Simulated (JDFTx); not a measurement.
Crystal: Pt.

```
Pt
1.0
     0.00000    1.96090    1.96090
     1.96090    0.00000    1.96090
     1.96090    1.96090    0.00000
Pt
1
Direct
  0.00000 0.00000 0.00000
```

Base run:

| Item | Value |
| --- | --- |
| Program | JDFTx 1.7.0 (patched build) |
| Functional | PBE |
| Potentials or basis | PseudoDojo-SR-PBE-0.5-standard |
| Cutoff | 1143 eV |
| Density cutoff | 4572 eV |
| k mesh | 12 × 12 × 12 |
| Occupations | fermi-dirac, width 0.05 eV |
| Spin | no spin polarisation |

Its results: band gap on the k mesh none (metal or under the smearing width); pressure 9.7 GPa.

The run is repeated on the same cell with these changes: functional from PBE to PBEsol; potentials or basis from PseudoDojo-SR-PBE-0.5-standard to PseudoDojo-SR-PBEsol-0.4.1-standard with smoothed tails. What comes out?

Band gap on the k mesh none (metal or under the smearing width); pressure -1.2 GPa.

Not every run made on this cell is shown here.
